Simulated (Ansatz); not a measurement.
Runs of Ansatz 0.2.0 on Si2W. Symmetry: I4/mmm, No. 139, tetragonal system. The conventional cell has a = 3.214 Å, b = 3.214 Å, c = 7.830 Å, α = 90.00°, β = 90.00°, γ = 90.00°. W (site symmetry 4/mmm) has 10 Si at 2.62 Å as nearest neighbours. Around Si (site symmetry 4mm) lie 5 Si at 2.59 to 2.63 Å and 5 W at 2.62 Å. 

```csv
level,cutoff (eV),gap on the mesh (eV),pressure (GPa),largest force (eV/Å)
PBEsol,420,none,-2.0,0.01
r2SCAN,500,none,-1.2,0.06
BLYP,420,none,12.2,0.03
HSE06,420,none,-2.3,0.11
revPBE,420,none,5.3,0.07
PBE0,420,none,-2.6,0.12
r2SCAN0,500,none,-5.4,0.20
LDA,420,none,(a),0.09
RPBE,420,none,6.1,(b)
```

Alike in all rows: task projected density of states; potentials or basis Ansatz PAW; no spin polarisation; cell as given; k mesh 7 × 7 × 7; smearing fermi-dirac 0.05 eV; the mesh is coarse, so values aren't converged.

Question: Estimate the missing entries.

Answer: (a) -5.8; (b) 0.08.

Caveats: all runs use coarse meshes; the PAW data sets come from PBE, with cores solved anew for the run's functional, which leaves a small shift of forces and pressure; the thresholds are loose for stress (some runs).

A k mesh can miss the band edges, and the runs leave out spin-orbit coupling on W.

A gap of «none» marks a metal or a gap under the smearing width.

Runs at the PBE level aren't shown here.
